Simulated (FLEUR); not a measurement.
# Au (P6_3/mmc) in FLEUR: settings compared, part 2 of 2

FLEUR MaX-R8.1 (later development tree).

### 3 Band structure, TPSS

Contents of inp.xml:

```xml
<?xml version="1.0" encoding="UTF-8" standalone="no"?>
<fleurInput fleurInputVersion="0.39">
   <comment>
      Au                                                                                                  
   </comment>
   <calculationSetup>
      <cutoffs Kmax="4.1" Gmax="12.7" GmaxXC="12.7" numbands="0"/>
      <scfLoop itmax="80" minDistance="0.0001" maxIterBroyd="30" imix="Anderson" alpha="0.05" precondParam="0.0" spinf="2.0" sdNocoIR="T"/>
      <coreElectrons ctail="F" frcor="F" kcrel="0" coretail_lmax="0"/>
      <xcFunctional name="LibXC" relativisticCorrections="F">
         <LibXCName exchange="mgga_x_tpss" correlation="mgga_c_tpss"/>
         <AuxGGA exchange="117" correlation="130"/>
      </xcFunctional>
      <magnetism jspins="1"/>
      <soc l_soc="F" theta="0.0" phi="0.0" spav="F"/>
      <expertModes spex="0" secvar="F"/>
      <geometryOptimization l_f="F" forcealpha="1.0" forcemix="BFGS" epsdisp="0.00001" epsforce="0.00001"/>
      <ldaU l_linMix="F" mixParam="0.05" spinf="1.0"/>
   </calculationSetup>
   <cell>
      <bzIntegration valenceElectrons="38.0" mode="hist" fermiSmearingEnergy="0.00183747">
         <kPointListSelection listName="default-1"/>
         <!-- k-points included here -->
         <xi:include xmlns:xi="http://www.w3.org/2001/XInclude" href="kpts.xml"> </xi:include>
      </bzIntegration>
      <!-- symmetry operations included here -->
      <xi:include xmlns:xi="http://www.w3.org/2001/XInclude" href="sym.xml"> </xi:include>
      <bulkLattice scale="1.0">
         <bravaisMatrix>
            <row-1>    5.4802057613399997     0.0000000000000000     0.0000000000000000</row-1>
            <row-2>   -2.7401028806699999     4.7459974073337650     0.0000000000000000</row-2>
            <row-3>    0.0000000000000000     0.0000000000000000     9.2218634880479993</row-3>
         </bravaisMatrix>
      </bulkLattice>
   </cell>
   <atomSpecies>
      <species name="Gold (Au)" element="Au" atomicNumber="79">
         <mtSphere radius="2.51" gridPoints="839" logIncrement="0.016"/>
         <atomicCutoffs lmax="10" lnonsphr="10"/>
         <electronConfig flipSpins="F">
            <coreConfig>(1s1/2) (2s1/2) (2p1/2) (2p3/2) (3s1/2) (3p1/2) (3p3/2) (4s1/2) (3d3/2) (3d5/2) (4p1/2) (4p3/2) (4d3/2) (4d5/2) (4f5/2) (4f7/2)</coreConfig>
            <valenceConfig>(5s1/2) (5p1/2) (5p3/2) (6s1/2) (5d3/2) (5d5/2)</valenceConfig>
            <stateOccupation state="(6s1/2)" spinUp="0.500000" spinDown="0.500000"/>
         </electronConfig>
         <energyParameters s="6" p="6" d="5" f="5"/>
         <lo type="SCLO" l="0" n="5" eDeriv="0"/>
         <lo type="SCLO" l="1" n="5" eDeriv="0"/>
         <lo type="SCLO" l="1" n="5" eDeriv="1"/>
         <lo type="SCLO" l="2" n="5" eDeriv="2"/>
         <lo type="SCLO" l="3" n="5" eDeriv="2"/>
      </species>
   </atomSpecies>
   <atomGroups>
      <atomGroup species="Gold (Au)">
         <relPos label="                   1">-1.000/3.000 1.000/3.000 1.000/4.000</relPos>
         <relPos label="                   2">1.000/3.000 -1.000/3.000 -1.000/4.000</relPos>
         <force calculate="T" relaxXYZ="TTT"/>
      </atomGroup>
   </atomGroups>
   <output dos="F" band="F" slice="F">
      <checks vchk="F" cdinf="F"/>
      <bandDOS minEnergy="-.5*Htr" maxEnergy="0.5*Htr" sigma="0.015" storeEVData="T"/>
      <vacuumDOS vacdos="F" integ="F" star="F" nstars="0" locx1="0.0" locy1="0.0" locx2="0.0" locy2="0.0" nstm="0" tworkf="0.0"/>
      <unfoldingBand unfoldBand="F" supercellX="1" supercellY="1" supercellZ="1"/>
      <plotting iplot="0" polar="F">
         <plot TwoD="T" vec1="  1.0  0.0  0.0" vec2="  0.0  1.0  0.0" vec3="  0.0  0.0  1.0" zero="  0.0  0.0  0.0" file="plot"/>
      </plotting>
      <chargeDensitySlicing numkpt="0" minEigenval="0.0" maxEigenval="0.0" nnne="0" pallst="F"/>
      <specialOutput eonly="F"/>
      <moessbauerParams electricFieldGradient="T" isomerShift="T" coreHyperfine="T" valenceHyperfine="T"/>
      <magneticCircularDichroism mcd="F" energyLo="-10.0" energyUp="0.0"/>
   </output>
  <!-- We include the file relax.xml here to enable relaxations (see documentation) -->
  <xi:include xmlns:xi="http://www.w3.org/2001/XInclude" href="relax.xml"> <xi:fallback/> </xi:include>
</fleurInput>
```

Contents of crystal.txt:

```
Au
&input cartesian=F /
2.9000000000  0.0000000000  0.0000000000
-1.4500000000  2.5114736710  0.0000000000
0.0000000000  0.0000000000  4.8800000000
1.8897261246
1.0 1.0 1.0

2
79 0.6666666666  0.3333333332  0.2500000000
79 0.3333333332  0.6666666666  0.7500000000

&kpt div1=11 div2=11 div3=6 gamma=T /
```

Contents of inp.xml (bands):

```
<?xml version="1.0" encoding="UTF-8" standalone="no"?>
<fleurInput fleurInputVersion="0.39">
   <comment>
      Au                                                                                                  
   </comment>
   <calculationSetup>
      <cutoffs Kmax="4.1" Gmax="12.7" GmaxXC="12.7" numbands="0"/>
      <scfLoop itmax="80" minDistance="0.0001" maxIterBroyd="30" imix="Anderson" alpha="0.05" precondParam="0.0" spinf="2.0" sdNocoIR="T"/>
      <coreElectrons ctail="F" frcor="F" kcrel="0" coretail_lmax="0"/>
      <xcFunctional name="LibXC" relativisticCorrections="F">
         <LibXCName exchange="mgga_x_tpss" correlation="mgga_c_tpss"/>
         <AuxGGA exchange="117" correlation="130"/>
      </xcFunctional>
      <magnetism jspins="1"/>
      <soc l_soc="F" theta="0.0" phi="0.0" spav="F"/>
      <expertModes spex="0" secvar="F"/>
      <geometryOptimization l_f="F" forcealpha="1.0" forcemix="BFGS" epsdisp="0.00001" epsforce="0.00001"/>
      <ldaU l_linMix="F" mixParam="0.05" spinf="1.0"/>
   </calculationSetup>
   <cell>
      <bzIntegration valenceElectrons="38.0" mode="hist" fermiSmearingEnergy="0.00183747">
         <kPointListSelection listName="path-1"/>
         <!-- k-points included here -->
         <xi:include xmlns:xi="http://www.w3.org/2001/XInclude" href="kpts.xml"> </xi:include>
      </bzIntegration>
      <!-- symmetry operations included here -->
      <xi:include xmlns:xi="http://www.w3.org/2001/XInclude" href="sym.xml"> </xi:include>
      <bulkLattice scale="1.0">
         <bravaisMatrix>
            <row-1>    5.4802057613399997     0.0000000000000000     0.0000000000000000</row-1>
            <row-2>   -2.7401028806699999     4.7459974073337650     0.0000000000000000</row-2>
            <row-3>    0.0000000000000000     0.0000000000000000     9.2218634880479993</row-3>
         </bravaisMatrix>
      </bulkLattice>
   </cell>
   <atomSpecies>
      <species name="Gold (Au)" element="Au" atomicNumber="79">
         <mtSphere radius="2.51" gridPoints="839" logIncrement="0.016"/>
         <atomicCutoffs lmax="10" lnonsphr="10"/>
         <electronConfig flipSpins="F">
            <coreConfig>(1s1/2) (2s1/2) (2p1/2) (2p3/2) (3s1/2) (3p1/2) (3p3/2) (4s1/2) (3d3/2) (3d5/2) (4p1/2) (4p3/2) (4d3/2) (4d5/2) (4f5/2) (4f7/2)</coreConfig>
            <valenceConfig>(5s1/2) (5p1/2) (5p3/2) (6s1/2) (5d3/2) (5d5/2)</valenceConfig>
            <stateOccupation state="(6s1/2)" spinUp="0.500000" spinDown="0.500000"/>
         </electronConfig>
         <energyParameters s="6" p="6" d="5" f="5"/>
         <lo type="SCLO" l="0" n="5" eDeriv="0"/>
         <lo type="SCLO" l="1" n="5" eDeriv="0"/>
         <lo type="SCLO" l="1" n="5" eDeriv="1"/>
         <lo type="SCLO" l="2" n="5" eDeriv="2"/>
         <lo type="SCLO" l="3" n="5" eDeriv="2"/>
      </species>
   </atomSpecies>
   <atomGroups>
      <atomGroup species="Gold (Au)">
         <relPos label="                   1">-1.000/3.000 1.000/3.000 1.000/4.000</relPos>
         <relPos label="                   2">1.000/3.000 -1.000/3.000 -1.000/4.000</relPos>
         <force calculate="T" relaxXYZ="TTT"/>
      </atomGroup>
   </atomGroups>
   <output dos="F" band="T" slice="F">
      <checks vchk="F" cdinf="F"/>
      <bandDOS minEnergy="-.5*Htr" maxEnergy="0.5*Htr" sigma="0.015" storeEVData="T"/>
      <vacuumDOS vacdos="F" integ="F" star="F" nstars="0" locx1="0.0" locy1="0.0" locx2="0.0" locy2="0.0" nstm="0" tworkf="0.0"/>
      <unfoldingBand unfoldBand="F" supercellX="1" supercellY="1" supercellZ="1"/>
      <plotting iplot="0" polar="F">
         <plot TwoD="T" vec1="  1.0  0.0  0.0" vec2="  0.0  1.0  0.0" vec3="  0.0  0.0  1.0" zero="  0.0  0.0  0.0" file="plot"/>
      </plotting>
      <chargeDensitySlicing numkpt="0" minEigenval="0.0" maxEigenval="0.0" nnne="0" pallst="F"/>
      <specialOutput eonly="F"/>
      <moessbauerParams electricFieldGradient="T" isomerShift="T" coreHyperfine="T" valenceHyperfine="T"/>
      <magneticCircularDichroism mcd="F" energyLo="-10.0" energyUp="0.0"/>
   </output>
  <!-- We include the file relax.xml here to enable relaxations (see documentation) -->
  <xi:include xmlns:xi="http://www.w3.org/2001/XInclude" href="relax.xml"> <xi:fallback/> </xi:include>
</fleurInput>
```

Potentials or basis: all-electron, FLAPW.

On the command line:

```bash
inpgen -f crystal.txt -profile fastHighL
# inp.xml edited to the form shown
fleur_MPI
fleur_MPI   # second run, on inp.xml (bands)
```

Wall time 48 s (1 thread of Arm Neoverse V2, shared host); peak memory 0.09 GiB.

Results (log left out):

- Free energy: -1036558.8769 eV
- Band gap along the path: none (metal or under the smearing width)
- Valence electrons inside the program's atomic spheres: Au 17.41 (radii Au 2.51 bohr)

Levels at the corners of the path, in eV from the Fermi level:
```tsv
point	band 15	band 16	band 17	band 18	band 19	band 20	band 21	band 22	band 23	band 24
Γ	-4.10	-3.45	-3.45	-2.18	-2.18	-1.01	2.54	14.44	15.56	16.62
M	-3.55	-1.96	-1.86	-1.69	0.38	1.55	5.74	7.19	7.22	10.34
K	-3.61	-2.43	-2.43	-2.37	2.36	2.36	3.81	9.48	9.66	9.66
Γ	-4.10	-3.45	-3.45	-2.18	-2.18	-1.01	2.54	14.44	15.56	16.62
A	-4.43	-4.43	-2.61	-2.61	-2.61	-2.61	10.34	10.34	14.79	14.79
L	-2.37	-2.37	-1.76	-1.76	0.55	0.55	3.86	3.86	13.05	13.05
H	-3.59	-3.59	-2.12	-2.12	4.22	4.22	4.59	4.59	6.40	6.40
A	-4.43	-4.43	-2.61	-2.61	-2.61	-2.61	10.34	10.34	14.79	14.79
L	-2.37	-2.37	-1.76	-1.76	0.55	0.55	3.86	3.86	13.05	13.05
M	-3.55	-1.96	-1.86	-1.69	0.38	1.55	5.74	7.19	7.22	10.34
K	-3.61	-2.43	-2.43	-2.37	2.36	2.36	3.81	9.48	9.66	9.66
H	-3.59	-3.59	-2.12	-2.12	4.22	4.22	4.59	4.59	6.40	6.40
```

Core levels (eV from the Fermi level):
| atom | levels |
| --- | --- |
| 1 Au | 1s1/2 -80657.6, 2s1/2 -14217.6, 2p1/2 -13630.5, 2p3/2 -11794.6, 3s1/2 -3353.5, 3p1/2 -3090.2, 3p3/2 -2685.1, 4s1/2 -726.0, 3d3/2 -2249.5, 3d5/2 -2162.4, 4p1/2 -613.8, 4p3/2 -516.7, 4d3/2 -333.5, 4d5/2 -315.4, 4f5/2 -80.5, 4f7/2 -76.7 |
| 2 Au | 1s1/2 -80657.6, 2s1/2 -14217.6, 2p1/2 -13630.5, 2p3/2 -11794.6, 3s1/2 -3353.5, 3p1/2 -3090.2, 3p3/2 -2685.1, 4s1/2 -726.0, 3d3/2 -2249.5, 3d5/2 -2162.4, 4p1/2 -613.8, 4p3/2 -516.7, 4d3/2 -333.5, 4d5/2 -315.4, 4f5/2 -80.5, 4f7/2 -76.7 |

Caveat: the meta-GGA is that of a development version, with a GGA for the radial functions and cores and without core tails; spin-orbit coupling is left out, which moves the levels of the heavy elements.
